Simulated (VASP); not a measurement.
A run of VASP 6.6.1 is set up as follows.

Contents of POSCAR:

```
C
1.0
    2.4787869450      0.0000000000      0.0000000000
   -1.2393934725      2.1466924649      0.0000000000
    0.0000000000      0.0000000000      7.0550499989
C
4
Direct
    0.0000000000      0.0000000000      0.2500000000
    0.0000000000      0.0000000000      0.7500000000
    0.3333333333      0.6666666667      0.2500000000
    0.6666666667      0.3333333333      0.7500000000
```

The input INCAR.step1:

```
ALGO = Normal
EDIFF = 1E-4
ENCUT = 600
GGA = PE
ISMEAR = 0
LASPH = True
LCHARG = False
LREAL = False
LWAVE = True
NELM = 100
PREC = Accurate
SIGMA = 0.05
```

File INCAR.step2:

```
ALGO = Normal
EDIFF = 1E-7
EDIFFG = -0.01
ENCUT = 600
IBRION = 2
ISIF = 4
ISMEAR = 0
ISTART = 1
LASPH = True
LCHARG = False
LMIXTAU = True
LREAL = False
LWAVE = False
METAGGA = R2SCAN
NELM = 100
NSW = 60
PREC = Accurate
SIGMA = 0.05
```

The input KPOINTS:

```
k-points
0
Gamma
  10 10 4
```

Potentials or basis: VASP PAW PBE potentials, release 64 (C).

Launch:

```sh
$ cat potpaw_PBE.64/C/POTCAR > POTCAR
$ cp INCAR.step1 INCAR
$ mpirun -np 1 vasp_std > vasp.out
$ cp INCAR.step2 INCAR
$ mpirun -np 1 vasp_std > vasp.out
```

Q: Estimate the band gap on the k mesh.

A: 1.59 eV, direct.

Step by step:
```
step  energy change (eV)  largest force (eV/Å)  pressure (GPa)  volume (Å³)
   1              0.0000                0.0000           -7.11        37.54
   2             -0.0201                0.0000            0.36        37.54
   3             -0.0205                0.0000           -0.61        37.54
```

Caveat: the PAW data sets were made with another functional, which shifts forces and pressure a little. r2SCAN opens gaps a little over a GGA but as a rule still falls short of measured ones.
